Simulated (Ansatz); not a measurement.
**GaAs (F-43m) under several functionals**

**What was measured.**

From a printed reference work, textbook, for a bulk crystal of GaAs at 298 K: lattice constant a 5.65325 ± 0.00002 Å.

Plane-wave DFT in Ansatz with scalar-relativistic PAW potentials. The same structure was relaxed (cell and atoms, symmetry kept) in separate runs at each level. No spin polarisation.

Question: How do the levels LDA, PBEsol, r2SCAN compare?

Answer:
| level | cutoff (eV) | k mesh | V (Å³/atom) | a (Å) | gap (eV) |
| --- | --- | --- | --- | --- | --- |
| LDA | 420 | 12×12×12 | 21.992 | 5.603 | 0.49 |
| PBEsol | 420 | 10×10×10 | 22.641 | 5.658 | 0.43 |
| r2SCAN | 500 | 8×8×8 | 22.739 | 5.666 | 0.96 |

The usual order of volumes, LDA < PBEsol, holds here (21.992, 22.641 Å³/atom). As a rule LDA overbinds; PBEsol, built on the gradient expansion of slowly varying densities, lies between LDA and PBE. Each gap belongs to its own cell, so it mixes the functional's effect with that of the volume; gaps are the least found on the k mesh or on a band path.

For LDA: A measured lattice constant a of GaAs is 5.65325 Å (298 K; a printed reference work, textbook); the calculated 5.603 Å misses it by -0.9 %. The calculations are for 0 K without zero-point motion.

Cost: 3 runs of about 1.2 core-minutes in all, on Intel Xeon Processor @ 2.10GHz (Emerald Rapids), Intel Xeon Processor @ 2.70GHz, Intel Xeon Platinum 8488C (Sapphire Rapids) (shared hosts).